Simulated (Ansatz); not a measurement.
Wanted: the native input for an Ansatz 0.2.0 run.

| Item | Value |
| --- | --- |
| Task | band structure |
| Functional | PBE |
| Potentials or basis | all-electron LAPW, relativistic spinors |
| Cutoff | 306 eV (chosen from the basis error) |
| Basis error allowed | 0.001 eV/atom |
| k mesh | 7 × 7 × 7 |
| Occupations | fermi-dirac, width 0.05 eV |
| Spin | spin-orbit coupling, no magnetisation |

The system is CdO (Monteponite).

```
Cd O
1.0
     0.00000    2.34950    2.34950
     2.34950    0.00000    2.34950
     2.34950    2.34950    0.00000
Cd O
1 1
Direct
  0.00000 0.00000 0.00000
  0.50000 0.50000 0.50000
```

These files were run (other wordings do the same):

input.yaml

```yaml
crystal:
  lattice:
    - [0.0, 2.3495, 2.3495]
    - [2.3495, 0.0, 2.3495]
    - [2.3495, 2.3495, 0.0]
  atoms:
    - { symbol: Cd, position: [0.0, 0.0, 0.0] }
    - { symbol: O, position: [0.5, 0.5, 0.5] }
kpoints:
  mp_grid: { grid: [7, 7, 7] }
  band_path:
    path:
      - [0.0, 0.0, 0.0]
      - [0.5, 0.0, 0.5]
      - [0.5, 0.25, 0.75]
      - [0.375, 0.375, 0.75]
      - [0.0, 0.0, 0.0]
      - [0.5, 0.5, 0.5]
      - [0.625, 0.25, 0.625]
      - [0.5, 0.25, 0.75]
    npoints: 6
scf:
  occupations: { method: fermi_dirac, width: 0.05 }
hamiltonian:
  xc: pbe
  pseudopotentials: { kind: all_electron, lapw: { basis_error: 0.001 } }
magnetization:
  noncollinear: true
  spin_orbit: true
output:
  forces: true
  stress: true
  eigenvalues: true
```

Potentials or basis: all-electron LAPW, relativistic spinors.

Command:

```bash
$ ansatz run input.yaml --threads 1 --pin off --max-ram 3072MiB --backend cpu --events-out ev --progress --plain --runs-dir out
```

It gave:

```json
{"Pressure": "6.1 GPa", "Band gap along the path": "none (metal or under the smearing width)"}
```

Caveat: the k mesh is thin for a metal, which can move the energy by tens of meV per atom; this crystal is a semiconductor, whose small gap the functional closes, so the metal is an error of the method.

It took 42 s on 1 thread of Arm Neoverse V2 (shared host), peak memory 0.4 GiB.
